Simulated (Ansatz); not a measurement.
**Li2O: vibrational free energy, entropy and heat capacity**

These are results of DFT PBE, scalar-relativistic, plane waves, PAW (Ansatz 0.2.0), not measurements. Plane waves to 420 eV; Γ-centred k mesh 8×8×8; fixed occupations. No spin polarisation. Phonons by linear response, acoustic sum rule imposed.

The cell, relaxed at this level:
```yaml
crystal:
  lattice:
    - [0.00000, 2.31315, 2.31315]
    - [2.31315, 0.00000, 2.31315]
    - [2.31315, 2.31315, 0.00000]
  atoms:
    - { symbol: Li, position: [0.75000, 0.75000, 0.75000] }
    - { symbol: Li, position: [0.25000, 0.25000, 0.25000] }
    - { symbol: O, position: [0.50000, 0.50000, 0.50000] }
```

The cell has the anti-fluorite type, in a space group that the Crystallography Open Database lists for this formula; it was reached from a generator's guess.

Force constants from linear response on a 4×4×4 q mesh, interpolated to a fine mesh.

Phonon density of states, in bins of 20 cm⁻¹:
```json
{"bin centre (cm⁻¹)": "10", "share of modes (%)": "0.0"}
{"bin centre (cm⁻¹)": "30", "share of modes (%)": "0.0"}
{"bin centre (cm⁻¹)": "50", "share of modes (%)": "0.1"}
{"bin centre (cm⁻¹)": "70", "share of modes (%)": "0.1"}
{"bin centre (cm⁻¹)": "90", "share of modes (%)": "0.2"}
{"bin centre (cm⁻¹)": "110", "share of modes (%)": "0.3"}
{"bin centre (cm⁻¹)": "130", "share of modes (%)": "0.4"}
{"bin centre (cm⁻¹)": "150", "share of modes (%)": "0.6"}
{"bin centre (cm⁻¹)": "170", "share of modes (%)": "0.8"}
{"bin centre (cm⁻¹)": "190", "share of modes (%)": "1.1"}
{"bin centre (cm⁻¹)": "210", "share of modes (%)": "1.7"}
{"bin centre (cm⁻¹)": "230", "share of modes (%)": "4.0"}
{"bin centre (cm⁻¹)": "250", "share of modes (%)": "4.8"}
{"bin centre (cm⁻¹)": "270", "share of modes (%)": "4.6"}
{"bin centre (cm⁻¹)": "290", "share of modes (%)": "4.1"}
{"bin centre (cm⁻¹)": "310", "share of modes (%)": "3.0"}
{"bin centre (cm⁻¹)": "330", "share of modes (%)": "3.2"}
{"bin centre (cm⁻¹)": "350", "share of modes (%)": "4.1"}
{"bin centre (cm⁻¹)": "370", "share of modes (%)": "6.1"}
{"bin centre (cm⁻¹)": "390", "share of modes (%)": "7.3"}
{"bin centre (cm⁻¹)": "410", "share of modes (%)": "6.8"}
{"bin centre (cm⁻¹)": "430", "share of modes (%)": "5.3"}
{"bin centre (cm⁻¹)": "450", "share of modes (%)": "6.7"}
{"bin centre (cm⁻¹)": "470", "share of modes (%)": "2.4"}
{"bin centre (cm⁻¹)": "490", "share of modes (%)": "3.2"}
{"bin centre (cm⁻¹)": "510", "share of modes (%)": "2.9"}
{"bin centre (cm⁻¹)": "530", "share of modes (%)": "3.6"}
{"bin centre (cm⁻¹)": "550", "share of modes (%)": "3.7"}
{"bin centre (cm⁻¹)": "570", "share of modes (%)": "4.3"}
{"bin centre (cm⁻¹)": "590", "share of modes (%)": "2.9"}
{"bin centre (cm⁻¹)": "610", "share of modes (%)": "1.8"}
{"bin centre (cm⁻¹)": "630", "share of modes (%)": "2.4"}
{"bin centre (cm⁻¹)": "650", "share of modes (%)": "2.7"}
{"bin centre (cm⁻¹)": "670", "share of modes (%)": "2.3"}
{"bin centre (cm⁻¹)": "690", "share of modes (%)": "1.8"}
{"bin centre (cm⁻¹)": "710", "share of modes (%)": "0.5"}
```

Task: Give the zero-point energy per atom.

Result: 78.0 meV.

Task: How large are the vibrational entropy and heat capacity at 300 K?

Result: S = 1.57 k_B and C_V = 2.15 k_B per atom, 72 % of the Dulong–Petit value.

Task: Tabulate them against temperature.

Result:
```
T (K)  F_vib (meV/atom)  S (k_B/atom)  C_V (k_B/atom)
  100              77.7          0.16            0.46
  200              73.6          0.82            1.53
  300              63.3          1.57            2.15
  400              46.8          2.24            2.46
  500              25.0          2.81            2.64
  600              -1.4          3.30            2.74
  700             -31.7          3.73            2.81
  800             -65.5          4.11            2.85
  900            -102.4          4.44            2.88
 1000            -142.0          4.75            2.90
```
